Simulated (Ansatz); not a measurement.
Take a crystal in which C has been replaced by Ge on all its sites, with the cell rescaled by a rough guess (in some cases also distorted within its space group) and nothing relaxed:

```
Ge
1.0
     0.00000    2.44956    2.44956
     2.44956    0.00000    2.44956
     2.44956    2.44956    0.00000
Ge
2
Direct
  0.50000 0.50000 0.50000
  0.75000 0.75000 0.75000
```

Method: Ansatz 0.2.0, DFT PBE, scalar-relativistic, plane waves, PAW.

Cutoff 420 eV; k points 14×14×14 on the computed 2-atom cell (Γ-centred); Gaussian smearing, width 0.10 eV; no spin polarisation.

(1) Will this cell want to expand or contract, and how hard?

(2) Is it a metal on this mesh?

Answers

(1) The pressure is 88.5 GPa (positive in compression), so the cell would expand.

(2) Yes, a band crosses the Fermi level.

The bands overlap by little, and semilocal functionals make gaps too small, so the missing gap can be the functional's error and not a sign of a true metal.